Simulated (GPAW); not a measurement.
Cu:

```xyz
1
Lattice="0.0000 1.8075 1.8075 1.8075 0.0000 1.8075 1.8075 1.8075 0.0000" Properties=species:S:1:pos:R:3 pbc="T T T"
Cu    0.0000    0.0000    0.0000
```

* Program: GPAW 26.7.0
* Task: relaxation of cell and atoms
* Functional: PBEsol
* Potentials or basis: PAW data sets generated in the run's folder for this functional
* Cutoff: 600 eV
* Basis: pw
* k mesh: 13 × 13 × 13
* Occupations: fermi-dirac, width 0.05 eV
* Spin: no spin polarisation

At the start: pressure -4.7 GPa; volume 11.81 Å³/atom.

Task: How do energy, volume and symmetry change on relaxing?

Result: Over 3 steps the energy falls by 5.0 meV/atom and the volume is 11.44 Å³/atom (-3.1 %); space group Fm-3m (No. 225, to 0.05 Å).

Step by step:
| step | energy change (eV) | largest force (eV/Å) | pressure (GPa) | volume (Å³) |
| --- | --- | --- | --- | --- |
| 1 | 0.0000 | 0.0000 | -4.74 | 11.81 |
| 2 | -0.0038 | 0.0000 | -2.56 | 11.63 |
| 3 | -0.0050 | 0.0000 | 0.13 | 11.44 |

Final structure:
```
Cu
1.0
     0.00000    1.78833    1.78833
     1.78833    0.00000    1.78833
     1.78833    1.78833    0.00000
Cu
1
Cartesian
  0.0000 0.0000 0.0000
```

Caveat: with this Cu data set, volumes or pressures lay over 1.5 % or 2 GPa off other programs in two to four cells of ten; later steps reuse the first step's grids.
